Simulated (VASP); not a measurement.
Write the native input for VASP 6.6.1 that does the following.

| Item | Value |
| --- | --- |
| Task | band structure |
| Functional | PBE |
| Potentials or basis | VASP PAW PBE potentials, release 64 (Ga_d, Se) |
| Cutoff | 520 eV |
| k mesh | 9 × 9 × 2 |
| Occupations | gaussian, width 0.02 eV |
| Spin | no spin polarisation |
| Further INCAR settings | ALGO = Normal; EDIFF = 1e-06 |

The system is GaSe.

```
CELL_PARAMETERS angstrom
3.74200 0.00000 0.00000
-1.87100 3.24067 0.00000
0.00000 0.00000 15.91900
ATOMIC_POSITIONS crystal
Ga 0.33333 0.66667 0.17700
Ga 0.66667 0.33333 0.67700
Ga 0.33333 0.66667 0.32300
Ga 0.66667 0.33333 0.82300
Se 0.33333 0.66667 0.60000
Se 0.66667 0.33333 0.10000
Se 0.33333 0.66667 0.90000
Se 0.66667 0.33333 0.40000
```

These files were run (other wordings do the same):

POSCAR

```
GaSe
1.0
    3.7420000000      0.0000000000      0.0000000000
   -1.8710000000      3.2406670600      0.0000000000
    0.0000000000      0.0000000000     15.9190000000
Ga Se
4 4
Direct
    0.3333333300      0.6666666700      0.1770000000
    0.6666666700      0.3333333300      0.6770000000
    0.3333333300      0.6666666700      0.3230000000
    0.6666666700      0.3333333300      0.8230000000
    0.3333333300      0.6666666700      0.6000000000
    0.6666666700      0.3333333300      0.1000000000
    0.3333333300      0.6666666700      0.9000000000
    0.6666666700      0.3333333300      0.4000000000
```

INCAR.step1

```
  PREC = Accurate
  ENCUT = 520
  EDIFF = 1E-6
  ISMEAR = 0
  SIGMA = 0.02
  LREAL = F
  LASPH = T
  NELM = 80
  ALGO = Normal
  ISIF = 2
  LWAVE = F
  LCHARG = T
  GGA = PE
```

KPOINTS.step1

```
Automatic mesh
0
Gamma
  9 9 2
```

INCAR.step2

```
  PREC = Accurate
  ENCUT = 520
  EDIFF = 1E-6
  ISMEAR = 0
  SIGMA = 0.05
  LREAL = F
  LASPH = T
  NELM = 80
  ALGO = Normal
  ISIF = 2
  LWAVE = F
  LCHARG = F
  GGA = PE
  ICHARG = 11
```

KPOINTS.step2

```
path GMKGALHA,LM,KH
20
line-mode
reciprocal
 0.0000000000  0.0000000000  0.0000000000  G
 0.5000000000  0.0000000000  0.0000000000  M

 0.5000000000  0.0000000000  0.0000000000  M
 0.3333333333  0.3333333333  0.0000000000  K

 0.3333333333  0.3333333333  0.0000000000  K
 0.0000000000  0.0000000000  0.0000000000  G

 0.0000000000  0.0000000000  0.0000000000  G
 0.0000000000  0.0000000000  0.5000000000  A

 0.0000000000  0.0000000000  0.5000000000  A
 0.5000000000  0.0000000000  0.5000000000  L

 0.5000000000  0.0000000000  0.5000000000  L
 0.3333333333  0.3333333333  0.5000000000  H

 0.3333333333  0.3333333333  0.5000000000  H
 0.0000000000  0.0000000000  0.5000000000  A

 0.5000000000  0.0000000000  0.5000000000  L
 0.5000000000  0.0000000000  0.0000000000  M

 0.3333333333  0.3333333333  0.0000000000  K
 0.3333333333  0.3333333333  0.5000000000  H
```

Potentials or basis: VASP PAW PBE potentials, release 64 (Ga_d, Se).

Launch:

```bash
$ cat potpaw_PBE.64/Ga_d/POTCAR potpaw_PBE.64/Se/POTCAR > POTCAR
$ cp INCAR.step1 INCAR
$ cp KPOINTS.step1 KPOINTS
$ mpirun -np 1 vasp_std > vasp.out
$ cp INCAR.step2 INCAR
$ cp KPOINTS.step2 KPOINTS
$ mpirun -np 1 vasp_std > vasp.out
```

Results of the run:

```
Band gap on the k mesh  : 1.20 eV, direct
Band gap along the path : 1.20 eV, direct
```

Caveat: the log is that of the step along the path at fixed density, whose energy, stress, charges and moments have no meaning.

It took 16 min on 1 thread of Intel(R) Xeon(R) Platinum 8375C CPU @ 2.90GHz (Ice Lake), on a shared host, peak memory 1.1 GiB.
